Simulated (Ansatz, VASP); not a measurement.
**H: VASP beside Ansatz**

```xyz
4
Lattice="2.6246 -2.5648 0.0000 2.6246 2.5648 0.0000 0.0000 0.0000 4.1450" Properties=species:S:1:pos:R:3 pbc="T T T"
H     2.6246   -2.3203    0.2897
H     2.6246    0.2445    1.7828
H     2.6246   -0.2445    2.3622
H     2.6246    2.3203    3.8553
```

Alike in both runs: task relaxation of cell and atoms; functional PBEsol; k mesh 6 × 6 × 6; occupations gaussian, width 0.02 eV; no spin polarisation.

|  | VASP | Ansatz |
| --- | --- | --- |
| version | VASP 6.6.1 | Ansatz 0.2.0 |
| potentials or method | VASP PAW PBE potentials, release 64 (H) | scalar-relativistic, plane waves, PAW |
| plane-wave cutoff (eV) | 600 | 420 |
| valence electrons in the cell | 4 | 4 |

|  | VASP | Ansatz | Ansatz less VASP |
| --- | --- | --- | --- |
| gap on the k mesh at the Fermi level, each at its own relaxed structure (eV) | 8.97 | 8.97 | -0.008 |
| relaxed volume (Å³/atom) | 13.95 | 13.92 | -0.030 |
| relaxed cell length with the largest relative difference (Å) | 4.145 | 4.224 | +0.0787 |

Caveats: the PAW data sets were made with another functional, which shifts forces and pressure a little (VASP). A k mesh can miss the band edges.
